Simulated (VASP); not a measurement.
Input of a VASP 6.6.1 run:

File POSCAR:

```
Ir
1.0
    0.0000000000      2.7623707535      2.7623707535
    2.7623707535      0.0000000000      2.7623707535
    2.7623707535      2.7623707535      0.0000000000
Ir
2
Direct
    0.0000000000      0.0000000000      0.0000000000
    0.2500000000      0.2500000000      0.2500000000
```

Contents of INCAR.step1:

```
ALGO = Normal
EDIFF = 1E-4
ENCUT = 520
GGA = PE
ISMEAR = 0
LASPH = True
LCHARG = False
LREAL = False
LWAVE = True
NBANDS = 16
NELM = 100
PREC = Accurate
SIGMA = 0.1
```

INCAR.step2

```
ALGO = Normal
EDIFF = 1E-7
ENCUT = 520
ISIF = 2
ISMEAR = 0
ISTART = 1
LASPH = True
LCHARG = False
LMIXTAU = True
LREAL = False
LWAVE = False
METAGGA = R2SCAN
NBANDS = 16
NELM = 100
PREC = Accurate
SIGMA = 0.1
```

File KPOINTS:

```
k-points
0
Gamma
  18 18 18
```

Potentials or basis: VASP PAW PBE potentials, release 64 (Ir).

Launch:

```sh
$ cat potpaw_PBE.64/Ir/POTCAR > POTCAR
$ cp INCAR.step1 INCAR
$ mpirun -np 1 vasp_std > vasp.out
$ cp INCAR.step2 INCAR
$ mpirun -np 1 vasp_std > vasp.out
```

(1) Estimate the pressure.

(2) Predict the band gap on the k mesh.

Answers

(1) 0.4 GPa.

(2) none (metal or under the smearing width).

Caveat: the PAW data sets were made with another functional, which shifts forces and pressure a little.
